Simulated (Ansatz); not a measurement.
**Ta (P6_3/mmc), comparing deformations**

The calculation used DFT PBEsol, scalar-relativistic, plane waves, PAW (Ansatz). The runs took a 420 eV cutoff, a Γ-centred 24×24×12 mesh and Gaussian smearing (0.15 eV). Spin–orbit coupling is left out, which can shift energies with elements as heavy as these. No spin polarisation. Energies are free energies at this smearing, counted from the undisturbed cell; pressure is positive in compression.

Reference structure (relaxed at this level; this form isn't the usual structure):

```
CELL_PARAMETERS angstrom
2.86694 0.00000 0.00000
-1.43347 2.48284 0.00000
0.00000 0.00000 5.09141
ATOMIC_POSITIONS crystal
Ta 0.66667 0.33333 0.75000
Ta 0.33333 0.66667 0.25000
```

The cell is strained by ε times a Voigt pattern (xx, yy, zz, yz, xz, xy; engineering shear) with fractional coordinates fixed. τ = (1/V0) dE/dε comes from the stress tensor. Of each scan, only the three points used here are listed.

| pattern | ε | τ (GPa) |
| --- | --- | --- |
| (0, 0, 0, 0, 0, 1) | -0.0150 | -0.513 |
| (0, 0, 0, 0, 0, 1) | 0.0000 | 0.000 |
| (0, 0, 0, 0, 0, 1) | 0.0150 | 0.513 |
| (0, 0, 1, 0, 0, 0) | -0.0150 | -4.82 |
| (0, 0, 1, 0, 0, 0) | 0.0000 | 0.08 |
| (0, 0, 1, 0, 0, 0) | 0.0150 | 4.66 |

Task: Which constants do the scans give, and which deformation costs least for the same size of strain tensor?

Result: The slope dτ/dε at zero (parabola through three points) is pᵀCp: (0, 0, 0, 0, 0, 1) gives C66 = 34 GPa; (0, 0, 1, 0, 0, 0) gives C33 = 316 GPa. The size of the strain tensor, ε:ε, is ε² times 0.5, 1.0. Per unit of it the stiffnesses are 68, 316 GPa, so (0, 0, 0, 0, 0, 1) is the softest of these: at ε:ε = (1 %)² the quadratic term costs 0.39 meV/atom against 1.79 for the stiffest. These are clamped-ion values.

Forces appear on the atoms along this scan, and letting them relax would lower the energy and soften the response. In a metal these slopes depend on the k mesh and the smearing.

Cost: 15 runs of about 7 core-minutes in all, on Arm Neoverse V1 (shared hosts).